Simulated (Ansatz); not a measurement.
# WS2: the cost of one run

Program: Ansatz 0.2.0. Level of theory: DFT r2SCAN, scalar-relativistic, plane waves, PAW. These are calculated values, not measurements.

2 further runs of the same task are left out: 1 that didn't finish, 1 set aside as unsound or not needed.

## Step 1: The structure to begin with

Symmetry: P-6m2, No. 187, hexagonal system. The conventional cell has a = 3.181 Å, b = 3.181 Å, c = 16.951 Å, α = 90.00°, β = 90.00°, γ = 120.00°. Around W (site symmetry -6m2) lie 6 S at 2.41 Å. S (site symmetry 3m) has 3 W at 2.41 Å as nearest neighbours.

As a file:

```xyz
3
Lattice="3.1811 0.0000 0.0000 -1.5905 2.7549 0.0000 0.0000 0.0000 16.9507" Properties=species:S:1:pos:R:3 pbc="T T T"
W     0.0000    1.8366    0.0000
S     1.5905    0.9183   15.3917
S     1.5905    0.9183    1.5591
```

It goes back to an entry of the Materials Project, which need not be the stable form.

This cell was relaxed beforehand with the same method: volume 49.52 Å³/atom, gap on the mesh 1.90 eV.

## Step 2: Electronic structure at the relaxed geometry

Contents of input.yaml:

```yaml
crystal:
  lattice:
    - [3.1810953814, 0.0, 0.0]
    - [-1.5905476907, 2.7549094121, 0.0]
    - [0.0, 0.0, 16.9507399585]
  atoms:
    - { symbol: W, position: [0.3333333333, 0.6666666667, 0.0] }
    - { symbol: S, position: [0.6666666667, 0.3333333333, 0.9080224901] }
    - { symbol: S, position: [0.6666666667, 0.3333333333, 0.0919775099] }
basis:
  ecutwfc: 500
kpoints:
  mp_grid: { grid: [12, 12, 2] }
  band_path:
    path:
      - [[0.0, 0.0, 0.0], [0.5, 0.0, 0.0], [0.33333333, 0.33333333, 0.0], [0.0, 0.0, 0.0], [0.0, 0.0, 0.5], [0.5, 0.0, 0.5], [0.33333333, 0.33333333, 0.5], [0.0, 0.0, 0.5]]
      - [[0.5, 0.0, 0.5], [0.5, 0.0, 0.0]]
      - [[0.33333333, 0.33333333, 0.5], [0.33333333, 0.33333333, 0.0]]
    npoints: 14
hamiltonian:
  xc: r2scan
scf:
  occupations: { method: gaussian, width: 0.02 }
  n_extra_bands: 7
output:
  forces: true
  stress: true
  eigenvalues: true
  populations: true
  dos: { projected: true, de: 0.02, nscf_kmesh: { grid: [18, 18, 3] } }
  bader: true
  write_density: true
  write_potential: true
  elf: true
  volumetric_format: npy
```

Started as:

```
$ ansatz run input.yaml --threads 1 --pin off --max-ram 2560MiB --backend cpu --events-out ev --progress --plain --runs-dir out
```

**Question.** How long does this run take on 1 thread of Intel Xeon Platinum 8259CL at 2.50GHz (Skylake/Cascade Lake), shared host, and how much memory does it need?

About 1.9 min, with a peak of 0.79 GiB.
